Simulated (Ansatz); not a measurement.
Predict the output of the script below (Ansatz's Python interface).

`bes.xyz`
```text
2
Lattice="0.0 2.425 2.425 2.425 0.0 2.425 2.425 2.425 0.0" Properties=species:S:1:pos:R:3 pbc="T T T"
Be    0.00000000    0.00000000    0.00000000
S     1.21250000    1.21250000    1.21250000
```

`bes_dfpt.py`:
```python
'''DFPT phonons of BeS.'''

from pathlib import Path

import ansatz as az
import numpy as np


def main() -> None:
    cell = az.Crystal.from_extxyz('bes.xyz')

    calculation = (
        cell.calculation()
        .functional('lda')
        .pseudopotentials('paw')
        .basis(10 * az.Ha)
        .occupations('gaussian')
        .kpoints(6, 6, 6)
        .phonons('dfpt', points=[(0, 0, 0), (0.5, 0.5, 0.5), (0.5, 0.5, 0)])
    )
    outcome = calculation.run(runs_dir='runs')
    ph = outcome.phonons

    for q in ph.qpoints:
        print('q =', np.round(q.q_frac, 3), '1/cm:', ' '.join(f'{w:.1f}' for w in q.omega_inv_cm))


if __name__ == '__main__':
    main()
```

```console
$ python bes_dfpt.py
DeckWarning: basis.ecutwfc = 272.11386245988 eV is below the records' recommended 420 eV, and the density's cutoff is lower with it unless basis.ecutrho_ratio is high enough to keep the records' density cutoff: compare with a run at a higher cutoff
q = [0. 0. 0.] 1/cm: 0.0 0.0 0.0 561.9 561.9 561.9
q = [0.5 0.5 0.5] 1/cm: 163.6 163.6 361.9 542.0 542.0 606.0
q = [0.5 0.5 0. ] 1/cm: 231.5 231.5 363.1 504.6 504.6 652.0
```
(Warnings from the package without file and line.)

Reading the output:
- These settings explore the input space; cutoff and mesh may be short of convergence.
- The cutoff lies under the one recommended for these potentials.
- The cell isn't relaxed first, so the values belong to this volume.
- Of the deposited cell: the entry's cell lengths or inner coordinates differ somewhat from later room-temperature determinations.
- No non-analytic term is added, so at the zone centre the longitudinal optical modes of a polar crystal aren't split off.
- The structure is a deposited one; some such entries were measured under pressure or heat, so a shift against it needn't be the functional's error alone.
- The structure is taken as given; imaginary modes can come from an unrelaxed or unstable start.
- Hardware and time: 2.9 s on 1 thread of Intel(R) Xeon(R) 6975P-C (Granite Rapids), with other jobs on the host, peak memory 0.42 GiB.

(Lines on the test bed's own set-up are left out of the output.)
